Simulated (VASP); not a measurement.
A run of VASP 6.6.1 is set up as follows.

POSCAR

```
ZnSe
1.0
    0.0000000000      2.8206646092      2.8206646092
    2.8206646092      0.0000000000      2.8206646092
    2.8206646092      2.8206646092      0.0000000000
  Zn              Se
     1     1
Direct
     0.0000000000000000    0.0000000000000000    0.0000000000000000
     0.2500000000000000    0.2500000000000000    0.2500000000000000
```

File INCAR.step1:

```
SYSTEM = ZnSe
PREC = Accurate
ENCUT = 600
EDIFF = 1E-8
ISMEAR = 0
SIGMA = 0.03
LREAL = .FALSE.
LASPH = .TRUE.
NELM = 80
ALGO = Normal
ISIF = 3
LWAVE = .FALSE.
LCHARG = .FALSE.
GGA = PS
PSTRESS = -15.0
IBRION = 2
NSW = 40
EDIFFG = -0.002
```

INCAR.step2

```
SYSTEM = ZnSe
PREC = Accurate
ENCUT = 600
EDIFF = 1E-8
ISMEAR = 0
SIGMA = 0.03
LREAL = .FALSE.
LASPH = .TRUE.
NELM = 80
ALGO = Normal
ISIF = 2
LWAVE = .FALSE.
LCHARG = .FALSE.
GGA = PS
PSTRESS = -15.0
IBRION = 6
NFREE = 2
POTIM = 0.015
NSW = 1
```

Contents of KPOINTS:

```
Automatic mesh
0
G
  8 8 8
  0 0 0
```

Potentials or basis: VASP PAW PBE potentials, release 64 (Zn, Se).

Launch:

```sh
$ cat potpaw_PBE.64/Zn/POTCAR potpaw_PBE.64/Se/POTCAR > POTCAR
$ cp INCAR.step1 INCAR
$ mpirun -np 1 vasp_std > vasp.out
$ cp CONTCAR POSCAR
$ cp INCAR.step2 INCAR
$ mpirun -np 1 vasp_std > vasp.out
```

**Question.** Estimate the highest phonon frequency at Γ, LO-TO splitting left out.

**Answer.** 200 cm⁻¹.

**Question.** Predict the relaxed cell.

**Answer.** a = 4.021 Å, b = 4.021 Å, c = 4.021 Å, α = 60.00°, β = 60.00°, γ = 60.00°.

Phonon frequencies in cm⁻¹ (negative: imaginary):
```tsv
q point	frequencies
(0.000, 0.000, 0.000)	0 0 0 200 200 200
```
